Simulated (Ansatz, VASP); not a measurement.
Given: the input of a run of Ansatz 0.2.0 on GaN.

The input input.yaml:

```yaml
crystal:
  lattice:
    - [0.0, 2.135235, 2.135235]
    - [2.135235, 0.0, 2.135235]
    - [2.135235, 2.135235, 0.0]
  atoms:
    - { symbol: Ga, position: [0.0, 0.0, 0.0] }
    - { symbol: "N", position: [0.5, 0.5, 0.5] }
hamiltonian:
  xc: { exchange: pbe, correlation: pbe, exx: { coeff: 0.5, omega: 0.2 } }
  pseudopotentials: { kind: paw }
kpoints:
  mp_grid: { grid: [6, 6, 6] }
scf:
  occupations: { method: fermi_dirac, width: 0.05 }
output:
  forces: true
  stress: true
  eigenvalues: true
```

Potentials or basis: Ansatz PAW.

The run is started by

```sh
$ ansatz run input.yaml --threads 2 --pin off --max-ram 5632MiB --backend cpu --events-out ev --progress --plain --runs-dir out
```

Translate it to VASP 6.6.1. Potentials there: VASP PAW PBE potentials, release 64 (Ga_d, N).

As run (the cutoff follows the program's own potentials):

File POSCAR:

```
GaN
1.0
    0.0000000000      2.1352350000      2.1352350000
    2.1352350000      0.0000000000      2.1352350000
    2.1352350000      2.1352350000      0.0000000000
Ga N
1 1
Direct
    0.0000000000      0.0000000000      0.0000000000
    0.5000000000      0.5000000000      0.5000000000
```

The input INCAR.step1:

```
  ALGO = Normal
  EDIFF = 1E-5
  ENCUT = 520
  GGA = PE
  ISIF = 2
  ISMEAR = -1
  LASPH = T
  LCHARG = F
  LREAL = F
  LWAVE = T
  NELM = 80
  PREC = Accurate
  SIGMA = 0.05
```

The input INCAR.step2:

```
  AEXX = 0.5
  ALGO = Normal
  EDIFF = 1E-6
  ENCUT = 520
  GGA = PE
  HFSCREEN = 0.2
  ISIF = 2
  ISMEAR = -1
  ISTART = 1
  LASPH = T
  LCHARG = F
  LHFCALC = T
  LREAL = F
  LWAVE = F
  NELM = 80
  PREC = Accurate
  PRECFOCK = Fast
  SIGMA = 0.05
```

Contents of KPOINTS:

```
k-points
0
Gamma
  6 6 6
```

Potentials or basis: VASP PAW PBE potentials, release 64 (Ga_d, N).

Run with:

```sh
$ cat potpaw_PBE.64/Ga_d/POTCAR potpaw_PBE.64/N/POTCAR > POTCAR
$ cp INCAR.step1 INCAR
$ mpirun -np 1 vasp_std > vasp.out
$ cp INCAR.step2 INCAR
$ mpirun -np 1 vasp_std > vasp.out
```

Both were run:

|  | VASP | Ansatz | Ansatz less VASP |
| --- | --- | --- | --- |
| gap on the k mesh at the Fermi level (eV) | 3.05 | 3.05 | 0.000 |
| least direct gap on the mesh (eV) | 5.09 | 5.08 | -0.013 |
| pressure (GPa) | -17.5 | -18.6 | -1.06 |

The functional is the same, so the differences come from potentials, cutoffs and numerics.

Caveats: the k mesh is coarse (spacing up to 0.42 Å⁻¹), so the values aren't converged, least of all with exact exchange; the PAW data sets were made with another functional, which shifts forces and pressure a little (VASP); the pressure holds a Pulay correction of +0.6 GPa for the finite cutoff (Ansatz); the PAW data sets come from PBE, with cores solved anew for the run's functional, which leaves a small shift of forces and pressure (Ansatz); the thresholds are loose for stress (Ansatz). A k mesh can miss the band edges.
